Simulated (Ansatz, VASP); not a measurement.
**Two plane-wave programs on InP**

File INCAR:

```
SYSTEM = InP
PREC     = Accurate       ! precision mode
ENCUT    = 520            ! plane-wave cutoff, eV
EDIFF    = 1E-7           ! SCF threshold, eV
ISMEAR   = -1             ! smearing method
SIGMA    = 0.05           ! smearing width, eV
LREAL    = .False.        ! projectors in reciprocal space
LASPH    = .True.         ! aspherical terms in the spheres
NELM     = 60             ! most SCF steps
ALGO     = Normal         ! electronic algorithm
ISIF     = 2              ! what is computed and relaxed
LWAVE    = .False.        ! write WAVECAR
LCHARG   = .False.        ! write CHGCAR
NBANDS   = 16             ! bands
```

File KPOINTS:

```
Automatic mesh
0
Gamma
  8 8 8
  0 0 0
```

Contents of POSCAR:

```
InP
1.0
    0.0000000000      2.7502506615      2.7502506615
    2.7502506615      0.0000000000      2.7502506615
    2.7502506615      2.7502506615      0.0000000000
In P
1 1
Direct
    0.0000000000      0.0000000000      0.0000000000
    0.5000000000      0.5000000000      0.5000000000
```

The input input.yaml:

```yaml
crystal:
  lattice:
    - [0.0, 2.7502506615, 2.7502506615]
    - [2.7502506615, 0.0, 2.7502506615]
    - [2.7502506615, 2.7502506615, 0.0]
  atoms:
    - { symbol: In, position: [0.0, 0.0, 0.0] }
    - { symbol: P, position: [0.5, 0.5, 0.5] }
hamiltonian:
  xc: lda
  pseudopotentials: { kind: paw }
kpoints:
  mp_grid: { grid: [8, 8, 8] }
scf:
  occupations: { method: fermi_dirac, width: 0.05 }
output:
  forces: true
  stress: true
  eigenvalues: true
```

Measurements of this composition are mostly on another form, of space group No. 216.

Alike in both runs: task single point; functional LDA; k mesh 8 × 8 × 8; occupations fermi-dirac, width 0.05 eV; no spin polarisation.

|  | VASP | Ansatz |
| --- | --- | --- |
| version | VASP 6.6.1 | Ansatz 0.2.0 |
| potentials or method | VASP PAW LDA potentials, release 64 (In_d, P) | Ansatz PAW |
| plane-wave cutoff (eV) | 520 | 420 |
| valence electrons in the cell | 18 | 18 |

Ansatz gave:

- gap on the k mesh at the Fermi level (eV): none
- pressure (GPa): -3.8

Estimate VASP's values.

gap on the k mesh at the Fermi level (eV): none; pressure (GPa): -3.7.

A gap of «none» marks a metal or a gap that the smearing closes.

Caveats: the PAW data sets come from PBE, with cores solved anew for the run's functional, which leaves a small shift of forces and pressure (Ansatz).
